**Question**

I have a calculation of the vibrations of rutile, TiO₂, and would like to understand it before I compare it with infrared and Raman spectra. The phonon q row is 1 throughout, so all values belong to one wave vector, Γ, where every cell of the crystal moves alike.

GPAW 26.7.0, LDA with PAW data sets (gpaw-data 1.2.1) and an 800 eV plane-wave cutoff: phonons of rutile TiO₂ at Γ (q row 1), from finite displacements in the six-atom cell after relaxation of cell and atoms. The k mesh is 3×3×5, with Fermi–Dirac smearing of 0.05 eV.

| row | phonon q row (row) | phonon frequency (cm⁻¹) |
| --- | --- | --- |
| 1 | 1 | 0.0 |
| 2 | 1 | 0.0 |
| 3 | 1 | 0.0 |
| 4 | 1 | 97.7 |
| 5 | 1 | 105.3 |
| 6 | 1 | 118.4 |
| 7 | 1 | 118.4 |
| 8 | 1 | 132.4 |
| 9 | 1 | 380.4 |
| 10 | 1 | 380.4 |
| 11 | 1 | 391.2 |
| 12 | 1 | 416.3 |
| 13 | 1 | 463.0 |
| 14 | 1 | 463.0 |
| 15 | 1 | 482.9 |
| 16 | 1 | 482.9 |
| 17 | 1 | 609.6 |
| 18 | 1 | 818.2 |

1. Why are there eighteen values, and do the three zeros show that the calculation is accurate?
2. Why do some values come in equal pairs?
3. Why is there such a wide gap between rows 8 and 9?
4. Rows 17 and 18 are both said to be oxygen vibrations. Why is one so much higher?
5. What would change if the oxygen or the metal were heavier?
6. Which values would change if LO–TO splitting were included?
7. Which digits can I trust?

**Answer**

One relation carries most of the answers. For a harmonic vibration of frequency $\nu$,

$$(2\pi c\,\nu)^2=\frac{k}{m},$$

where $\nu$ is in wavenumbers as in the table, $c$ is the speed of light, $k$ is the curvature of the energy along the motion and $m$ is the mass that moves. The calculation supplies the curvature, and the frequency is its square root. It therefore helps to think in squared frequencies.

### 1. Why eighteen values, and what do the zeros show?

The cell holds six atoms, and each can move in three directions, which gives eighteen independent motions. In three of them all atoms shift together. No distance between atoms changes, so there is no restoring force and the frequency is zero. The other fifteen are optical modes, in which atoms move against each other.

The zeros follow from the fact that a crystal can be moved as a whole at no cost, and phonon programs often impose this condition on the force constants. They would be zero for a poor description of the Ti–O bond as well, so they do not measure the error of the other rows. The absence of negative values, which would stand for imaginary frequencies, is more informative. It means that, with the cell edges held fixed, the crystal is stable against any small shift of its atoms that repeats identically in every cell. Distortions with a longer repeat, and strains of the cell itself, are a separate matter.

### 2. Why the pairs?

Rutile is tetragonal: a quarter turn about c, combined with a shift, carries the crystal into itself. If this turn changes a vibration into a different pattern of motion, both patterns must have the same frequency. That gives a pair, for instance a polar vibration along a and its partner along b. If the turn gives back the same pattern, at most with all signs reversed, the mode stays single. The whole pattern counts, not just the direction in which the atoms move: in rows 17 and 18 the oxygens move in the plane of a and b, yet both modes are single. The fifteen optical modes thus divide into four pairs and seven single modes.

If the crystal were stretched slightly along a alone, each pair would split. Equal values within a pair therefore confirm the symmetry of the cell, while an error in the forces can shift both partners together.

### 3. Why the gap between rows 8 and 9?

The frequency rises by a factor of 2.9 from row 8 to row 9, and its square by a factor of about 8. Rows 4 to 8 are a third of the optical modes, yet they hold only 2.5 % of the sum of squared frequencies. The masses of Ti and O differ by a factor of three, which is too little for such a step. The soft modes must be motions that the crystal hardly resists.

Geometry offers one way to be soft. Each oxygen has three Ti neighbours, and all four atoms lie in one plane. If the oxygen moves within this plane, it must stretch or compress at least one bond. If it moves out of the plane, no bond length changes to first order. The softest Raman mode of rutile, called B1g, is such an out-of-plane motion and, by the usual assignment, belongs to the soft group. The coupling between oxygens matters too, since the same motion with another phase between neighbours lies among the harder modes.

Another way is a cancellation. In a polar mode the positive Ti ions move against the negative O ions. Short-range repulsion drives them back, but the electric dipoles that arise in all cells pull them further apart. If the two effects were equal, the frequency would fall to zero and the crystal would be on the verge of becoming ferroelectric. Rutile is known to lie fairly close to this limit. The clearest case is the polar mode along c, which by the usual assignment lies in the soft group although it must stretch Ti–O bonds. Rows 6 and 7 are the lowest polar pair. Geometry may help to soften them as well, because out-of-plane motions of the oxygens can also be combined into a polar pair that stretches no Ti–O bond. The soft group further holds, by the usual assignment, a non-polar mode called B1u, in which the two Ti of the cell move in opposite directions along c. If each Ti takes along the four oxygens that link it into its chain along c, the remaining two bonds, which lie in the plane of a and b, only tilt, and again no Ti–O bond changes length to first order. The table gives no displacement patterns, so it cannot show how much of each picture these modes contain.

### 4. Why is row 18 so far above row 17?

Comparison with known Raman spectra identifies row 17 as the mode called A1g and row 18 as B2g. In both, only oxygen moves, and it moves along the same lines. Two oxygens sit on opposite sides of each Ti, and they move outward and inward together. The cell contains two such O–Ti–O units. In A1g both units lengthen at the same time, while in B2g one lengthens as the other shortens.

These are two equal oscillators with a coupling between them. Let $k_0$ be the spring that an oxygen feels when only its own unit moves, and $\kappa$ the size of the coupling. The in-phase motion then has the spring $k_0-\kappa$ and the opposed motion $k_0+\kappa$. Without coupling, the two rows would coincide.

With an oxygen mass of 16, the relation at the top gives 21.9 eV/Å² for row 17 and 39.4 eV/Å² for row 18. Half their sum is $k_0$, about 31 eV/Å², and half their difference is $\kappa$, about 9 eV/Å². Two frequencies fix two constants, so this translates the table and does not test the model. The geometry suggests why the opposed motion is the harder one. An oxygen that moves away from the Ti of its own unit moves towards two Ti of the other kind. In A1g, each Ti therefore has two oxygens receding while four approach, or the reverse. In B2g, all six oxygens around one Ti approach while all six around the other recede, so whole octahedra shrink and swell. For equal shifts of the oxygens, each Ti–O bond changes its length by the same amount in both modes, so bonds that acted as independent springs would give equal frequencies. What differs is the distance between neighbouring oxygens from the two kinds of unit. In A1g one of them approaches a shared Ti while the other recedes, and their distance hardly changes. In B2g both approach or both recede, and it changes much more. Repulsion between oxygens is therefore a likely source of the coupling, though the table alone cannot show it.

### 5. What would heavier atoms do?

Suppose that only the masses change and the forces stay the same. Each Ti sits at a centre of inversion. In a vibration that is even under inversion, as all Raman modes of rutile are, a displaced Ti would have to equal its own mirror image through that centre. Only zero displacement satisfies this, so Ti stands still. Rows 17 and 18 would then ignore the metal mass altogether, while oxygen heavier by 10 % would lower them by 4.7 %.

The polar mode along c, called A2u, behaves differently. Here the whole Ti sublattice moves against the whole O sublattice, and the centre of mass stays at rest. The mass that counts is the reduced mass of the two Ti and four O atoms in the cell:

$$\mu=\frac{(2M)(4m_\mathrm{O})}{2M+4m_\mathrm{O}}.$$

With $M=48$ for Ti and $m_\mathrm{O}=16$, this is $96\times64/160=38.4$. If the metal mass is doubled, it becomes $192\times64/256=48$. The frequency changes by the factor $\sqrt{38.4/48}=0.89$, a drop of about 11 %.

The limiting case shows why doubling the mass has so modest an effect. An infinitely heavy metal would stand still, $\mu$ would approach the oxygen mass of 64, and the frequency could fall by no more than 23 %. With the real masses, the oxygens move 1.5 times as far as the Ti, so their mass counts for more, but the metal mass still matters.

A real exchange of Ti for another metal also changes the bonds and the dipoles. For the hard Raman modes, a shift after such an exchange is therefore a direct sign of changed forces, because the metal mass itself has no effect on them. For the polar modes, mass and forces act together.

### 6. What would LO–TO splitting change?

A polar vibration of long wavelength can create a macroscopic electric field. If the ions move along the direction in which the wave travels (longitudinal, LO), this field adds a restoring force. If they move across it (transverse, TO), it does not. The calculation leaves this field out, so its polar modes are all transverse.

Symmetry tells which kinds of mode are concerned: the A2u mode and three of the four pairs, called Eu. The fourth pair, called Eg, is a Raman mode; comparison with known spectra suggests that it is rows 13 and 14. For a wave along c, only A2u would rise. For a wave along a, one partner of each Eu pair would rise, and the pair would split. The Raman modes would stay where they are.

The effect is large in rutile. As I recall, the measured A2u mode goes from roughly 170 cm⁻¹ as TO to roughly 800 cm⁻¹ as LO. The polar rows should therefore be compared with transverse frequencies only, and not with the upper edge of a reflection band.

### 7. Which digits can be trusted?

An error in the forces enters the squared frequency. For a small error $\delta$ in $\nu^2$, the frequency changes by about $\delta/(2\nu)$, so the same error hurts a soft mode far more than a hard one. Take an error just large enough to bring row 6 down to zero. Subtracted from the square of row 18, it would lower that row only from 818.2 to 809.6 cm⁻¹, or by 1 %.

Rough recalled measurements show this contrast. Row 17 agrees with about 610 cm⁻¹ to better than 1 %, and row 18 lies between 1 and 2 % below about 830. Row 6, however, is nearly 40 % below about 190. The A2u mode is one of rows 4, 5 and 8, so even at best it is about 20 % below its measured value. Rows 17 and 18 can be used to within a few per cent, whereas the soft polar modes give little more than the order of size.

The square root is not the whole explanation. If the error in $\nu^2$ were the same for all modes, the correction that lifts row 6 to 190 would also lift row 17 to about 627 cm⁻¹, well above its measured value. Row 18 alone would not rule this out, since the same shift would bring it close to its measured value. Row 17 speaks against it, though only by about 3 % against one recalled value, and its good agreement may itself hide errors that cancel. The soft polar modes probably carry an error of their own. The cancellation described under question 3 makes this plausible, because a small error in either of two large opposing terms becomes a large error in what remains.

Where that error comes from is less clear. The cell was relaxed before the vibrations were computed, and it shrank by about 3 % in volume. A smaller cell should make these modes harder, so it does not explain low values. Temperature probably accounts for part of the difference in A2u, which is known to soften on cooling, while the calculation describes a static lattice. The coarse k mesh is a suspect that has not been tested, and so are LDA itself, to which nearly cancelled polar modes are expected to be sensitive, and the finite displacement of 0.03 Å.

The next step is to repeat the calculation with a denser mesh and to watch rows 6 and 17 together. If row 6 climbs towards 190 while row 17 stays in place, the mesh was to blame. If neither moves, the soft polar modes of this calculation still need another explanation.
